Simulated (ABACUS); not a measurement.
The system is Ge.

```xyz
1
Lattice="1.3971 -2.6005 0.0000 1.3971 2.6005 0.0000 0.0000 0.0000 2.8601" Properties=species:S:1:pos:R:3 pbc="T T T"
Ge    1.3971    0.0000    0.0000
```

The cell isn't the ideal one: cell strained by +0.06 along c.

A run of ABACUS 3.10.1 on this cell left the log below. Logs are shortened: lines on timing, memory, paths and dates and some standing lists are left out, and cuts for length are marked.

```text
ABACUS v3.10.1

               Atomic-orbital Based Ab-initio Computation at UStc

 ------------------------------------------------------------------------------------

 READING GENERAL INFORMATION
                           global_out_dir = OUT.Ge/
                           global_in_card = INPUT
                               pseudo_dir = ./
                              orbital_dir = ./
                                    DSIZE = 4
                                    GSIZE = 1

 READING UNITCELL INFORMATION
                                    ntype = 1
                  lattice constant (Bohr) = 1.88973
              lattice constant (Angstrom) = 1

 READING ATOM TYPE 1
                               atom label = Ge
                      L=0, number of zeta = 2
                      L=1, number of zeta = 2
                      L=2, number of zeta = 2
             number of atom for this type = 1

                        TOTAL ATOM NUMBER = 1
DIRECT COORDINATES
    atom                   x                   y                   z     mag                  vx                  vy                  vz
taud_Ge1            0.5000000000        0.5000000000        0.0000000000  0.0000        0.0000000000        0.0000000000        0.0000000000

                          Volume (Bohr^3) = 140.254
                             Volume (A^3) = 20.7834

 Lattice vectors: (Cartesian coordinate: in unit of a_0)
             +1.39715            -2.60052                  +0
             +1.39715            +2.60052                  +0
                   +0                  +0            +2.86012
 Reciprocal vectors: (Cartesian coordinate: in unit of 2 pi/a_0)
            +0.357872            -0.19227                  +0
            +0.357872            +0.19227                  -0
                   -0                  -0           +0.349635
 The esolver type has been set to : ksdft_lcao

                PAO radial cut off (Bohr) = 7

 Read in pseudopotential file is Ge.upf
                     pseudopotential type = NC
[... 290 lines left out ...]
     Energy           Rydberg                 eV
----------------------------------------------------------
 E_KohnSham     -178.6159963763      -2430.1953046647
 E_KS(sigma->0) -178.6157826318      -2430.1923965222
 E_Harris       -178.6159983699      -2430.1953317899
 E_band         -8.6914592867        -118.2533702343
 E_one_elec     -74.9543826066       -1019.8066935216
 E_Hartree      47.6501999283        648.3142298637
 E_xc           -43.5887581542       -593.0554796414
 E_Ewald        -107.7226280548      -1465.6415450804
 E_entropy(-TS) -0.0004274889        -0.0058162850
 E_descf        0.0000000000         0.0000000000
 E_exx          0.0000000000         0.0000000000
 E_Fermi        0.7764888745         10.5646731267
----------------------------------------------------------

 charge density convergence is achieved
 final etot is -2430.1953047 eV
 EFERMI = 10.564673127 eV

 STATE ENERGY(eV) AND OCCUPATIONS    NSPIN == 1
 1/84 kpoint (Cartesian) = 0.0000 0.0000 0.0000 (594 pws)
       1       -14.1252     0.00446429
       2       -14.1060     0.00446429
       3       -14.0642     0.00446429
       4       -13.9665     0.00446429
       5       -13.9525     0.00446429
       6       -1.80476     0.00446429
       7        15.7522    3.90112e-48
       8        18.3462    1.14791e-70
       9        19.6026    1.40500e-81
      10        19.8033    2.53682e-83
      11        23.5149        0.00000
[... 53 lines left out ...]
 6/84 kpoint (Cartesian) = 0.089468 0.0000 0.0000 (592 pws)
       1       -14.0927     0.00892857
       2       -14.0818     0.00892857
       3       -14.0484     0.00892857
       4       -13.9781     0.00892857
       5       -13.9701     0.00892857
       6      -0.645752     0.00892857
       7        13.6036    3.58954e-29
       8        15.7786    4.60553e-48
       9        16.9163    6.04485e-58
      10        21.2912        0.00000
      11        23.0068        0.00000

[... levels at 78 further k points ...]

 correction force for each atom along direction 1 is -4.25503e-14
 correction force for each atom along direction 2 is 2.57545e-15
 correction force for each atom along direction 3 is -8.96159e-14
------------------------------------------------------------------------------------------
 TOTAL-FORCE (eV/Angstrom)
------------------------------------------------------------------------------------------
                       Ge1         0.0000000000         0.0000000000         0.0000000000
------------------------------------------------------------------------------------------

----------------------------------------------------------------
 TOTAL-STRESS (KBAR)
----------------------------------------------------------------
         5.3709710607        -0.0000000000         0.0000000000
        -0.0000000000        -2.8365687001         0.0000000000
         0.0000000000         0.0000000000       -84.5497738750
----------------------------------------------------------------
 TOTAL-PRESSURE: -27.338457 KBAR

 --------------------------------------------
 !FINAL_ETOT_IS -2430.1953046646699477 eV
 --------------------------------------------
```

Question: Write the input and the command behind it.

Answer: Single point with PBE, no spin polarisation. The files as run (others can give the same):

run_abacus.py
```python
"""ABACUS run from a structure file: ASE reads it, the script writes STRU, KPT and INPUT."""
import re
import subprocess
import spglib
from ase import Atoms
from ase.io import read
from ase.units import Bohr

atoms = read("Ge.cif")
cell, frac, numbers = spglib.standardize_cell((atoms.cell[:], atoms.get_scaled_positions(), atoms.numbers), to_primitive=True, symprec=1e-4)
atoms = Atoms(numbers=numbers, cell=cell, scaled_positions=frac, pbc=True)  # the primitive cell
atoms = atoms[(-atoms.numbers).argsort(kind="stable")]  # ABACUS lists atoms element by element
pseudo = {'Ge': 'Ge.upf'}
orbital = {'Ge': 'Ge_confined-atom_7au_2s2p2d.orb'}
magmoms = None
kmesh = [8, 8, 7]
params = {
    'suffix': 'Ge',
    'calculation': 'scf',
    'basis_type': 'lcao',
    'pseudo_dir': './',
    'orbital_dir': './',
    'symmetry': 1,
    'dft_functional': 'pbe',
    'ecutwfc': 100,
    'pseudo_rcut': 7,
    'nspin': 1,
    'nbands': 11,
    'ks_solver': 'genelpa',
    'smearing_method': 'fd',
    'smearing_sigma': 0.00367493,
    'scf_thr': 1e-07,
    'scf_nmax': 100,
    'mixing_type': 'broyden',
    'mixing_beta': 0.7,
    'cal_force': 1,
    'cal_stress': 1,
    'out_mul': 1,
}

symbols = atoms.get_chemical_symbols()
elements = list(dict.fromkeys(symbols))
lines = ["ATOMIC_SPECIES"] + [f"{e} {atoms.get_masses()[symbols.index(e)]:.4f} {pseudo[e]}" for e in elements]
if orbital:
    lines += ["", "NUMERICAL_ORBITAL"] + [orbital[e] for e in elements]
lines += ["", "LATTICE_CONSTANT", f"{1 / Bohr:.10f}", "", "LATTICE_VECTORS"]
lines += [" ".join(f"{x:.10f}" for x in v) for v in atoms.cell]
lines += ["", "ATOMIC_POSITIONS", "Direct"]
for e in elements:
    lines += ["", e, "0.0", str(symbols.count(e))]
    for i, p in enumerate(atoms.get_scaled_positions(wrap=False)):
        if symbols[i] == e:
            mag = "" if magmoms is None else " mag " + " ".join(str(x) for x in (magmoms[i] if isinstance(magmoms[i], list) else [magmoms[i]]))
            lines.append(" ".join(f"{x:.10f}" for x in p) + " 1 1 1" + mag)
open("STRU", "w").write("\n".join(lines) + "\n")
open("KPT", "w").write("K_POINTS\n0\nGamma\n%d %d %d 0 0 0\n" % tuple(kmesh))
open("INPUT", "w").write("INPUT_PARAMETERS\n" + "".join(f"{k:<20s}{v}\n" for k, v in params.items()))

done = subprocess.run(['mpirun', '-np', '4', 'abacus'])
if done.returncode:
    raise SystemExit(done.returncode)
log = open("OUT.Ge/running_scf.log").read()
print("final energy (eV):", re.findall(r"FINAL_ETOT_IS (\S+)", log))
```

Ge.cif
```cif
data_Ge
_cell_length_a 2.79429800
_cell_length_b 5.20103200
_cell_length_c 2.86012486
_cell_angle_alpha 90.00000000
_cell_angle_beta 90.00000000
_cell_angle_gamma 90.00000000
_space_group_name_H-M_alt 'Cmmm'
_space_group_name_Hall '-C 2 2'
_space_group_IT_number 65
loop_
_space_group_symop_operation_xyz
'x,y,z'
'-x,-y,-z'
'-x,-y,z'
'x,y,-z'
'x,-y,-z'
'-x,y,z'
'-x,y,-z'
'x,-y,z'
'x+1/2,y+1/2,z'
'-x+1/2,-y+1/2,-z'
'-x+1/2,-y+1/2,z'
'x+1/2,y+1/2,-z'
'x+1/2,-y+1/2,-z'
'-x+1/2,y+1/2,z'
'-x+1/2,y+1/2,-z'
'x+1/2,-y+1/2,z'
loop_
_atom_site_label
_atom_site_type_symbol
_atom_site_symmetry_multiplicity
_atom_site_Wyckoff_symbol
_atom_site_fract_x
_atom_site_fract_y
_atom_site_fract_z
_atom_site_occupancy
Ge1 Ge 2 b 0.5000000000 0.0000000000 0.0000000000 1
```

Potentials or basis: PseudoDojo NC SR 0.4.1 PBE standard, DZP LCAO (the cutoffs set its grid).
Run with:
```console
$ OMP_NUM_THREADS=1 python run_abacus.py > log
```

Caveat: the atomic orbitals were generated for these runs and aren't a published set; the basis of atomic orbitals isn't converged, which shifts pressures, moduli and gaps.
